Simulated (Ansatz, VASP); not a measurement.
**In, level by level in two programs**

```
In
1.0
    -1.64686    1.64686    2.50625
     1.64686   -1.64686    2.50625
     1.64686    1.64686   -2.50625
In
1
Direct
  0.00000 0.00000 0.00000
```

Single points on this cell with VASP 6.6.1 and Ansatz 0.2.0. Each row is one pair of runs. Alike in all rows: spin: off; k mesh: 11 × 11 × 11; smearing: fermi-dirac, width 0.05 eV.

| level | VASP's potentials, cutoff | Ansatz's potentials, cutoff | gap on the k mesh at the Fermi level (eV), VASP | gap on the k mesh at the Fermi level (eV), Ansatz | pressure (GPa), VASP | pressure (GPa), Ansatz | largest component of the traceless stress (GPa), VASP | largest component of the traceless stress (GPa), Ansatz |
| --- | --- | --- | --- | --- | --- | --- | --- | --- |
| LDA | VASP PAW LDA potentials, release 64 (In_d), 520 eV | Ansatz PAW, 420 eV | none | none | -3.8 | -3.8 | 0.14 | 0.18 |
| PBE | VASP PAW PBE potentials, release 64 (In_d), 520 eV | Ansatz PAW, 420 eV | none | none | 0.4 | 0.4 | 0.16 | 0.16 |
| r2SCAN | VASP PAW PBE potentials, release 64 (In_d), 520 eV | Ansatz PAW, 500 eV | none | none | -1.3 | -1.3 | 0.18 | 0.18 |

Pressure (GPa): the two programs differ by at most 0.04; largest component of the traceless stress (GPa): the two programs differ by at most 0.043.

A gap of «none» marks a metal or a gap that the smearing closes.

Caveats: the PAW data sets were made with another functional, which shifts forces and pressure a little (VASP); the PAW data sets come from PBE, with cores solved anew for the run's functional, which leaves a small shift of forces and pressure (Ansatz).
